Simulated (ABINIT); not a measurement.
Runs of ABINIT 10.8.3 (patched build) on AlN. It takes space group F-43m (No. 216, cubic). The conventional cell has a = 4.368 Å, b = 4.368 Å, c = 4.368 Å, α = 90.00°, β = 90.00°, γ = 90.00°. Al (site symmetry -43m) has 4 N at 1.89 Å as nearest neighbours. Around N (site symmetry -43m) lie 4 Al at 1.89 Å. Measurements of this composition are mostly on another form, of space group No. 186.

```csv
level,potentials or basis,k mesh,smearing,share of exact exchange,thinning of the exchange mesh (fockdownsampling),gap on the mesh (eV)
HSE06,PseudoDojo NC SR PBE v0.4.1 standard,8 × 8 × 8,fixed,-,-,(b)
PBE0,SPMS NC PBE v1.0,6 × 6 × 6,fermi-dirac 0.05 eV,0.35,2 × 2 × 2,6.15
PBE0,SPMS NC PBE v1.0,6 × 6 × 6,fermi-dirac 0.05 eV,0.5,2 × 2 × 2,7.39
PBE0,SPMS NC PBE v1.0,6 × 6 × 6,fermi-dirac 0.05 eV,0.05,2 × 2 × 2,3.72
PBE0,SPMS NC PBE v1.0,6 × 6 × 6,fermi-dirac 0.05 eV,0.15,2 × 2 × 2,(a)
```

Alike in all rows: task single point; no spin polarisation; cell as given; cutoff (eV) 952.

Question: Fill in the values left out.

Answer: (a) 4.52; (b) 4.59.

Caveats: exact exchange is summed on a coarse mesh, which widens gaps by tenths of an eV (some runs); Libxc's HSE differs a little from that of other programs (some runs).

A k mesh can miss the band edges.
